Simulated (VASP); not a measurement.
Output of a VASP run:

OUTCAR:
```
 ion  position               nearest neighbor table
   1  0.000  0.000  0.000-   2 2.22   3 2.22   3 2.22   3 2.22   3 2.22   2 2.22   2 2.22   2 2.22
  LATTYP: Found a face centered cubic cell.
 ALAT       =     5.1183983470
 Subroutine PRICEL returns:
 Original cell was already a primitive cell.
 Subroutine GETGRP returns: Found 48 space group operations
The static configuration has the point symmetry O_h .
The dynamic configuration has the point symmetry O_h .
 Subroutine INISYM returns: Found 48 space group operations
 Subroutine IBZKPT returns following result:
 Found     29 irreducible k-points:

 Following reciprocal coordinates:
            Coordinates               Weight
  0.000000  0.000000  0.000000      1.000000
  0.125000  0.000000  0.000000      8.000000
  0.250000  0.000000  0.000000      8.000000
  0.375000  0.000000  0.000000      8.000000
  0.500000  0.000000  0.000000      4.000000
  0.125000  0.125000  0.000000      6.000000
  0.250000  0.125000  0.000000     24.000000
  0.375000  0.125000  0.000000     24.000000
  0.500000  0.125000  0.000000     24.000000
 -0.375000  0.125000  0.000000     24.000000
 -0.250000  0.125000  0.000000     24.000000
 -0.125000  0.125000  0.000000     12.000000
  0.250000  0.250000  0.000000      6.000000
  0.375000  0.250000  0.000000     24.000000
  0.500000  0.250000  0.000000     24.000000
 -0.375000  0.250000  0.000000     24.000000
 -0.250000  0.250000  0.000000     12.000000
  0.375000  0.375000  0.000000      6.000000
  0.500000  0.375000  0.000000     24.000000
 -0.375000  0.375000  0.000000     12.000000
  0.500000  0.500000  0.000000      3.000000
  0.375000  0.250000  0.125000     24.000000
  0.500000  0.250000  0.125000     48.000000
 -0.375000  0.250000  0.125000     24.000000
  0.500000  0.375000  0.125000     24.000000
 -0.375000  0.375000  0.125000     48.000000
 -0.250000  0.375000  0.125000     24.000000
 -0.375000  0.500000  0.125000     12.000000
 -0.250000  0.500000  0.250000      6.000000
   k-points           NKPTS =     29   k-points in BZ     NKDIM =     29   number of bands    NBANDS=     16
   number of dos      NEDOS =    301   number of ions     NIONS =      3
   total plane-waves  NPLWV =  27000
   dimension x,y,z NGX =    30 NGY =   30 NGZ =   30
   dimension x,y,z NGXF=    60 NGYF=   60 NGZF=   60
   ions per type =               1   2
   PREC   = accura    normal or accurate (medium, high low for compatibility)
   ISTART =      0    job   : 0-new  1-cont  2-samecut
   ICHARG =      2    charge: 1-file 2-atom 10-const
   ISPIN  =      1    spin polarized calculation?
   LNONCOLLINEAR =      F non collinear calculations
   LSORBIT =      F    spin-orbit coupling
   INIWAV =      1    electr: 0-lowe 1-rand  2-diag
   ENCUT  =  600.0 eV  44.10 Ry    6.64 a.u.   7.23  7.23  7.23*2*pi/ulx,y,z
   NELM   =    100;   NELMIN=  2; NELMDL= -5     # of ELM steps
   EDIFF  = 0.1E-06   stopping-criterion for ELM
   LREAL  =      F    real-space projection
   NLSPLINE    = F    spline interpolate recip. space projectors
   LMAXMIX     =    4 max onsite mixed and CHGCAR
   VOSKOWN=      0    Vosko Wilk Nusair interpolation
   EDIFFG = 0.1E-05   stopping-criterion for IOM
   NSW    =      0    number of steps for IOM
   NBLOCK =      1;   KBLOCK =      1    inner block; outer block
   IBRION =     -1    ionic relax: 0-MD 1-quasi-New 2-CG
   NFREE  =      0    steps in history (QN), initial steepest desc. (CG)
   ISIF   =      2    stress and relaxation
   ISYM   =      2    0-nonsym 1-usesym 2-fastsym
   TEIN   =    0.0    initial temperature
   TEBEG  =    0.0;   TEEND  =   0.0 temperature during run
   SMASS  =  -3.00    Nose mass-parameter (am)
   PSTRESS=    0.0 pullay stress
   NELECT =      24.0000    total number of electrons
   EFERMI =   0.00;   METHOD = LEGACY
   ISMEAR =     0;   SIGMA  =   0.05  broadening in eV -4-tet -1-fermi 0-gaus
   IALGO  =     38    algorithm
   LDIAG  =      T    sub-space diagonalisation (order eigenvalues)
...
```

OSZICAR:
```
       N       E                     dE             d eps       ncg     rms          rms(c)
DAV:   1     0.213342789985E+03    0.21334E+03   -0.15587E+04   936   0.171E+03
DAV:   2    -0.260005703651E+02   -0.23934E+03   -0.23367E+03  1200   0.407E+02
DAV:   3    -0.346294535778E+02   -0.86289E+01   -0.86208E+01  1344   0.806E+01
DAV:   4    -0.349523402383E+02   -0.32289E+00   -0.32280E+00  1392   0.108E+01
DAV:   5    -0.349552770654E+02   -0.29368E-02   -0.29368E-02  1192   0.105E+00    0.240E+01
DAV:   6    -0.286566330373E+02    0.62986E+01   -0.36683E+01  1032   0.469E+01    0.953E+00
DAV:   7    -0.286010467396E+02    0.55586E-01   -0.14540E+00  1296   0.995E+00    0.597E+00
DAV:   8    -0.285712637866E+02    0.29783E-01   -0.17431E-01  1232   0.439E+00    0.461E-01
DAV:   9    -0.285722842494E+02   -0.10205E-02   -0.14802E-02  1240   0.885E-01    0.326E-01
DAV:  10    -0.285734815725E+02   -0.11973E-02   -0.50257E-03  1104   0.720E-01    0.142E-01
DAV:  11    -0.285735041708E+02   -0.22598E-04   -0.16899E-03  1232   0.341E-01    0.135E-01
DAV:  12    -0.285734456836E+02    0.58487E-04   -0.32928E-04  1016   0.144E-01    0.538E-03
DAV:  13    -0.285734473927E+02   -0.17091E-05   -0.13759E-05  1216   0.274E-02    0.331E-03
DAV:  14    -0.285734477181E+02   -0.32534E-06   -0.25455E-06  1176   0.108E-02    0.532E-03
DAV:  15    -0.285734475067E+02    0.21136E-06   -0.26433E-07   928   0.486E-03    0.687E-04
DAV:  16    -0.285734474868E+02    0.19937E-07   -0.15800E-08   568   0.111E-03
   1 F= -.28573447E+02 E0= -.28573447E+02  d E =-.836238E-18
```

### OUTCAR
```
------------------------ aborting loop because EDIFF is reached ----------------------------------------
  FORCE on cell =-STRESS in cart. coord.  units (eV):
  Direction    XX          YY          ZZ          XY          YZ          ZX
  --------------------------------------------------------------------------------------
  Total       -0.0577637     -0.0577637     -0.0577637     -0.0000000      0.0000000     -0.0000000
  in kB       -2.7607283     -2.7607283     -2.7607283     -0.0000000      0.0000000     -0.0000000
  external PRESSURE =      -2.7607283 kB  Pullay stress =       0.0000000 kB
  volume of cell :       33.52
      direct lattice vectors                 reciprocal lattice vectors
     0.000000000  2.559199174  2.559199174    -0.195373617  0.195373617  0.195373617
     2.559199174  0.000000000  2.559199174     0.195373617 -0.195373617  0.195373617
     2.559199174  2.559199174  0.000000000     0.195373617  0.195373617 -0.195373617
 POSITION                                       TOTAL-FORCE (eV/Angst)
 -----------------------------------------------------------------------------------
      0.00000      0.00000      0.00000         0.000000      0.000000      0.000000
      1.27960      1.27960      1.27960         0.000000      0.000000      0.000000
      3.83880      3.83880      3.83880        -0.000000     -0.000000     -0.000000
 -----------------------------------------------------------------------------------
    total drift:                                0.000000     -0.000000      0.000000
  FREE ENERGIE OF THE ION-ELECTRON SYSTEM (eV)
  ---------------------------------------------------
  free  energy   TOTEN  =       -28.5734474868 eV

  energy  without entropy=      -28.5734474868  energy(sigma->0) =      -28.57344749
```
(Selected blocks of OUTCAR.)

### POSCAR
```
ZrO2
1
    0.0000000000     2.5591991735     2.5591991735
    2.5591991735     0.0000000000     2.5591991735
    2.5591991735     2.5591991735     0.0000000000
Zr O
1 2
Direct
  0.0000000000   0.0000000000   0.0000000000
  0.2500000000   0.2500000000   0.2500000000
  0.7500000000   0.7500000000   0.7500000000
```

Write an INCAR and KPOINTS that could have produced this output.

Several could match; the one computed here: the input of the run itself, PBE GGA, plane waves, VASP's PBE PAW potentials (set 64).

INCAR:
```
ALGO = Normal
EDIFF = 1E-7
ENCUT = 600
GGA = PE
ISIF = 2
ISMEAR = 0
LASPH = .True.
LCHARG = .False.
LMAXMIX = 4
LREAL = .False.
LWAVE = .False.
NELM = 100
PREC = Accurate
SIGMA = 0.05
SYSTEM = ZrO2
```

KPOINTS:
```
Automatic mesh
0
Gamma
8 8 8
0 0 0
```

POTCAR, in this order: Zr_sv O (PBE.64 set). Program: vasp_std.

The compound is ZrO2 in the fluorite structure, the high-temperature cubic form, which is unstable at 0 K; the monoclinic form is the stable one. It was relaxed first.
